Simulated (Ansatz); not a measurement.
## GaCuSe2: changing the functional

```cif
data_structure
_symmetry_space_group_name_H-M 'I-42d'
_symmetry_Int_Tables_number 122
_cell_length_a 5.6191
_cell_length_b 5.6191
_cell_length_c 11.0260
_cell_angle_alpha 90.000
_cell_angle_beta 90.000
_cell_angle_gamma 90.000
_cell_volume 348.14
loop_
_atom_site_label
_atom_site_type_symbol
_atom_site_symmetry_multiplicity
_atom_site_Wyckoff_symbol
_atom_site_fract_x
_atom_site_fract_y
_atom_site_fract_z
_atom_site_occupancy
Se1 Se 8 d 0.25000 0.75062 0.37500 1
Ga1 Ga 4 b 0.50000 0.00000 0.25000 1
Cu1 Cu 4 a 0.00000 0.50000 0.25000 1
```

The cell comes from a database or a generator and needn't be the form met in nature.

Kept alike: task band structure; k mesh 7 × 7 × 7; occupations fermi-dirac, width 0.05 eV; no spin polarisation. Program: Ansatz, Ansatz PAW. Cutoffs run from 420 to 500 eV. The mesh is that of the run's cell of 8 atoms. No spin-orbit coupling.

| functional | band gap (eV) | pressure (GPa) |
| --- | --- | --- |
| BLYP | 0.201 | 6.83 |
| LDA | 0.05 or less | -2.97 |
| PBE | 0.235 | 2.85 |
| PBEsol | 0.160 | -0.68 |
| RPBE | 0.333 | 5.11 |
| r2SCAN | 0.634 | 0.34 |
| revPBE | 0.306 | 4.49 |

Pressure is positive in compression, with a Pulay correction for the finite cutoff. Spin-orbit coupling, left out here, moves the band edges of heavy atoms and can close or invert small gaps. Gaps are the smaller of the mesh's and the band path's. All rows use potentials made for PBE.

Task: What does the functional change here?

Result: The band gap runs from 0.05 or less (LDA) to 0.634 eV (r2SCAN). The pressure runs from -2.97 (LDA) to 6.83 GPa (BLYP). From PBE: BLYP +3.98; LDA -5.82; PBEsol -3.53; RPBE +2.26; r2SCAN -2.51; revPBE +1.64.
